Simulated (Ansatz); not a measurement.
**Ti under changes of volume**

One of the cells (17.020 Å³/atom); the others are scaled copies at fixed shape and fractional positions:

```xyz
3
Lattice="4.5674 0.0000 0.0000 -2.2837 3.9555 0.0000 0.0000 0.0000 2.8262" Properties=species:S:1:pos:R:3 pbc="T T T"
Ti    2.2837    1.3185    1.4131
Ti    0.0000    2.6370    1.4131
Ti    0.0000    0.0000    0.0000
```

This isn't the form of Ti at room conditions, which is hcp.

- Program: Ansatz 0.2.0
- Functional: PBE
- Potentials or basis: all-electron LAPW, scalar-relativistic
- Cutoff: 262 eV (chosen from the basis error)
- Basis error allowed: 0.001 eV/atom
- k mesh: 7 × 7 × 9
- Occupations: fermi-dirac, width 0.05 eV
- Spin: no spin polarisation

```tsv
volume (Å³/atom)	energy over the lowest point (meV/atom)	pressure (GPa)
15.999	?	?
16.339	13.78	5.9
16.679	4.20	3.2
17.020	0.00	0.8
17.360	0.71	-1.4
17.701	5.90	-3.4
18.041	15.19	-5.3
```

Question: What does the run at 15.999 Å³/atom give?

Answer: Energy over the lowest point 29.26 meV/atom; pressure 8.8 GPa.

Worked out: A Birch-Murnaghan fit of order 3 (a polynomial in V^(-2/3)) to the other rows has its minimum at 17.14 Å³/atom with B0 = V·E''(V) = 113 GPa and B' = 3.6 at fixed shape and positions, which overstates the stiffness. It gives 29.23 meV/atom at 15.999 Å³/atom, against the run's 29.26, and -dE/dV = 8.8 GPa, against 8.8.

Energies are extrapolated to zero smearing.
